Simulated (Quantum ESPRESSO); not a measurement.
MgO: single point with PBE

**Experimental background.**

“Electronic structure of alkaline earth and post-transition metal oxides”, 2009, arxiv:0908.1581 quotes, for a bulk crystal of MgO: band gap 7.83 eV.

Crystal: MgO.

```
Mg O
1.0
     0.00000    2.09700    2.09700
     2.09700    0.00000    2.09700
     2.09700    2.09700    0.00000
Mg O
1 1
Cartesian
  0.0000 0.0000 0.0000
  2.0970 2.0970 2.0970
```

The cell is a database's computed one.

```
Program             : Quantum ESPRESSO 7.5
Task                : single point
Functional          : PBE
Potentials or basis : SG15 PBE 1.2
Cutoff              : 1197 eV
Density cutoff      : 4789 eV
k mesh              : 8 × 8 × 8
Occupations         : fermi-dirac, width 0.05 eV
Spin                : no spin polarisation
```

```
Pressure               : 7.1 GPa
Band gap on the k mesh : 4.89 eV, direct
```

Levels at points of the mesh, in eV from the valence-band top:
```tsv
k point	band 4	band 5	band 6	band 7	band 8	band 9	band 10	band 11	band 12	band 13
(0.00, 0.00, 0.00)	-39.09	-17.27	0.00	0.00	0.00	4.89	15.98	15.98	15.98	19.81
(0.00, 0.00, -0.50)	-39.10	-15.92	-4.65	-0.66	-0.66	8.01	12.76	16.51	16.51	21.18
(0.00, -0.50, -0.50)	-39.12	-15.70	-4.10	-1.35	-1.35	9.20	10.18	13.23	19.20	19.20
```

Wall time 2.6 s on 4 MPI ranks on Intel(R) Xeon(R) 6975P-C (Granite Rapids) (shared host), peak memory 0.24 GiB a rank.

Against the measured gap of MgO, 7.83 eV (quoted in “Electronic structure of alkaline earth and post-transition metal oxides”, 2009, arxiv:0908.1581), the calculated 4.89 eV is off by -2.94 eV. The value is that of PBE, without temperature or zero-point motion. Semilocal functionals fall short of measured gaps as a rule. The cell is a database's relaxed one, not the measured one, which moves gaps too.
